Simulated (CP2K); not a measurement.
ZrS2 in CP2K: the effect of Hubbard term

ZrS2:

```
CELL_PARAMETERS angstrom
3.69138 0.00000 0.00000
-1.84569 3.19683 0.00000
0.00000 0.00000 6.04108
ATOMIC_POSITIONS crystal
Zr 0.00000 0.00000 0.00000
S 0.33333 0.66667 0.23791
S 0.66667 0.33333 0.76209
```

The cell is a database's computed one.

Alike in all runs:

| Property | Result |
| --- | --- |
| Program | CP2K 2026.2 |
| Task | single point |
| Functional | PBE |
| Potentials or basis | GTH_POTENTIALS Zr GTH-PBE-q12, S GTH-PBE-q6; DZVP-MOLOPT-SR-GTH basis |
| Density cutoff | 6123 eV |
| k mesh | 6 × 6 × 4 |
| Occupations | fermi-dirac, width 0.05 eV |
| Spin | no spin polarisation |
| SCF solver | diagonalisation with k points |
| Quickstep method | GPW |
| EPS_DEFAULT | 1.0E-9 |
| EPS_SCF | 1.0E-6 |
| MAX_SCF | 100 |
| SCF_GUESS | ATOMIC |
| k points reduced by the point group | yes |
| Mesh centred on Gamma | yes |

| Hubbard term | gap on the mesh (eV) |
| --- | --- |
| none | 1.05 |
| Zr d U = 2.0 eV | ? |
| Zr d U = 4.0 eV | 1.78 |
| Zr d U = 6.0 eV | 2.18 |
| Zr d U = 8.0 eV | 2.57 |

Task: What does the run with Hubbard term Zr d U = 2.0 eV give?

Result: gap on the mesh 1.41 eV.

Worked out: A parabola through the other rows of the gap on the mesh, of slope 0.184 eV per eV there, gives 1.41 eV, against the run's 1.41.

Caveats: the basis of atomic orbitals isn't converged, which shifts pressures, moduli and gaps; this program's U acts on Mulliken populations of all basis functions of the shell, so it isn't the U of plane-wave codes (some runs); energies scatter by some meV and the pressure isn't listed (some runs).

A k mesh can miss the band edges.

A gap of «none» marks a metal or a gap under the smearing width.
